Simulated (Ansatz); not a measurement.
This was printed by a script on the Ansatz DFT code, driven from Python, for a band structure of MgO, space group P6_3mc. What did the script look like? Level of theory: LDA, PAW, cutoff 558 eV, 6×6×2 k-points, fixed occupations.

The script reads `mgo.extxyz`:
```text
8
Lattice="3.25059419 0.0 0.0 -1.62529709 2.81509715 0.0 0.0 0.0 10.38633773" Properties=species:S:1:pos:R:3 pbc="T T T"
Mg   -0.00000002    1.87673144   10.07124097
Mg    0.00000000    0.00000000    2.29540463
Mg    0.00000000    0.00000000    7.48857350
Mg    1.62529711    0.93836571    4.87807210
O    -0.00000002    1.87673144    8.09968318
O     0.00000000    0.00000000    5.49949666
O     0.00000000    0.00000000    0.30632779
O     1.62529711    0.93836571    2.90651431
```

```console
$ python bands.py
  iteration   1  Harris-Foulkes -9839.05665 eV  residual 2.46e-01
  iteration   2  Harris-Foulkes -9838.97922 eV  residual 7.25e-03
  iteration   3  Harris-Foulkes -9838.97511 eV  residual 2.59e-03
  iteration   4  Harris-Foulkes -9838.97416 eV  residual 7.91e-05
  iteration   5  Harris-Foulkes -9838.97415 eV  residual 7.24e-06
  iteration   6  Harris-Foulkes -9838.97415 eV  residual 1.42e-06
  iteration   7  Harris-Foulkes -9838.97415 eV  residual 2.05e-07
  iteration   8  Harris-Foulkes -9838.97415 eV  residual 9.68e-09
F = E - TS                -9838.97415 eV
E                         -9838.97415 eV
Harris-Foulkes            -9838.97415 eV
Fermi level                   4.38309 eV
14 irreducible k-points (fractions, weight)
    0.0000   0.0000   0.0000   0.013889
    0.0000   0.0000  -0.5000   0.013889
    0.0000   0.1667   0.0000   0.083333
    0.0000   0.1667  -0.5000   0.083333
    0.0000   0.3333   0.0000   0.083333
    0.0000   0.3333  -0.5000   0.083333
    0.0000  -0.5000   0.0000   0.041667
    0.0000  -0.5000  -0.5000   0.041667
    0.1667   0.1667   0.0000   0.083333
    0.1667   0.1667  -0.5000   0.083333
    0.1667   0.3333   0.0000   0.166667
    0.1667   0.3333  -0.5000   0.166667
    0.3333   0.3333   0.0000   0.027778
    0.3333   0.3333  -0.5000   0.027778
zero of the bands: 4.383 eV, the Fermi level found on the SCF mesh
k (fractions)              top valence  bottom conduction (eV)
  0.000   0.000   0.000        0.000         3.506
  0.125   0.000   0.000       -0.034         4.239
  0.250   0.000   0.000       -0.143         5.648
  0.375   0.000   0.000       -0.256         6.757
  0.500   0.000   0.000       -0.288         6.585
  0.458   0.083   0.000       -0.334         6.727
  0.417   0.167   0.000       -0.362         7.098
  0.375   0.250   0.000       -0.313         7.557
  0.333   0.333   0.000       -0.296         7.831
  0.250   0.250   0.000       -0.366         7.463
  0.167   0.167   0.000       -0.172         6.153
  0.083   0.083   0.000       -0.043         4.440
  0.000   0.000   0.000        0.000         3.506
  0.000   0.000   0.125       -0.057         3.570
  0.000   0.000   0.250       -0.140         3.750
  0.000   0.000   0.375       -0.151         4.018
  0.000   0.000   0.500       -0.165         4.344
  0.125   0.000   0.500       -0.185         4.882
  0.250   0.000   0.500       -0.262         5.977
  0.375   0.000   0.500       -0.350         6.801
  0.500   0.000   0.500       -0.387         6.841
  0.458   0.083   0.500       -0.387         6.965
  0.417   0.167   0.500       -0.405         7.281
  0.375   0.250   0.500       -0.458         7.647
  0.333   0.333   0.500       -0.535         7.822
on this path: least direct gap 3.506 eV, least gap 3.506 eV
```

The script that was run (others could print the same):

`bands.py`
```python
"""Bands of MgO along a path through the zone."""

import warnings

import ansatz as az
import numpy as np


def main() -> None:
    warnings.simplefilter("ignore", az.DeckWarning)

    system = az.Crystal.from_extxyz("mgo.extxyz")

    # high-symmetry points in fractions of the reciprocal vectors
    path = [
        ("G", (0.0, 0.0, 0.0)),
        ("M", (0.5, 0.0, 0.0)),
        ("K", (0.33333, 0.33333, 0.0)),
        ("G", (0.0, 0.0, 0.0)),
        ("A", (0.0, 0.0, 0.5)),
        ("L", (0.5, 0.0, 0.5)),
        ("H", (0.33333, 0.33333, 0.5)),
    ]
    job = (
        system.calculation()
        .functional("lda")
        .basis(41 * az.Ry)
        .kpoints(6, 6, 2)
        .occupations("fixed")
        .band_structure([point for _, point in path], intervals=4)
        .scf(extra_bands=6)
    )
    def show(event):
        row = event["data"]
        if event["event"] == "scf_iter" and row.get("harris_foulkes_ev") is not None:
            print(f"  iteration {row['iter']:3d}  Harris-Foulkes {row['harris_foulkes_ev']:.5f} eV  residual {row['dr2_ev']:.2e}")


    res = job.session().plan().execute(on_event=show)
    data = res.report

    print("%-22s %14.5f eV" % ("F = E - TS", data["free_energy_ev"]))
    print("%-22s %14.5f eV" % ("E", data["internal_energy_ev"]))
    print("%-22s %14.5f eV" % ("Harris-Foulkes", data["harris_foulkes_ev"]))
    print("%-22s %14.5f eV" % ("Fermi level", data["fermi_energy_ev"]))

    print(len(data["kpoints_frac"]), "irreducible k-points (fractions, weight)")
    for k, weight in list(zip(data["kpoints_frac"], data["kweights"]))[:20]:
        print("  {:8.4f} {:8.4f} {:8.4f}".format(*k), f"{weight:10.6f}")

    bands = res.band_structure()
    fermi = bands.fermi_energy_ev
    print(f"zero of the bands: {fermi:.3f} eV, the Fermi level found on the SCF mesh")
    levels = bands.channels[0].eigenvalues_ev - fermi
    filled = round(data["n_electrons"]) // 2
    valence, conduction = levels[:, filled - 1], levels[:, filled]
    print("k (fractions)              top valence  bottom conduction (eV)")
    for k, lo, hi in zip(bands.kpoints_frac, valence, conduction):
        print(f"{k[0]:7.3f} {k[1]:7.3f} {k[2]:7.3f} {lo:12.3f} {hi:13.3f}")
    print(f"on this path: least direct gap {np.min(conduction - valence):.3f} eV, least gap {conduction.min() - valence.max():.3f} eV")


if __name__ == "__main__":
    main()
```

Caveats:
- Total energies depend on the potentials; only differences at equal settings carry meaning. A total without «per atom» is that of the cell as typed.
- Semilocal gaps usually lie well under measured ones.
- Under fixed occupations the level called the Fermi level is the highest filled one on the SCF mesh; off the mesh a filled band can lie a little above it.
- The zero of the levels is a convention of the potentials, so an absolute Fermi energy is no work function.
- This cell is a computed structure, which may not be the phase found in nature.
- Levels are Kohn-Sham eigenvalues on this mesh.
- Run time: 12 s on 1 thread of Intel(R) Xeon(R) Processor @ 2.30GHz, on a shared host, peak memory 0.52 GiB.
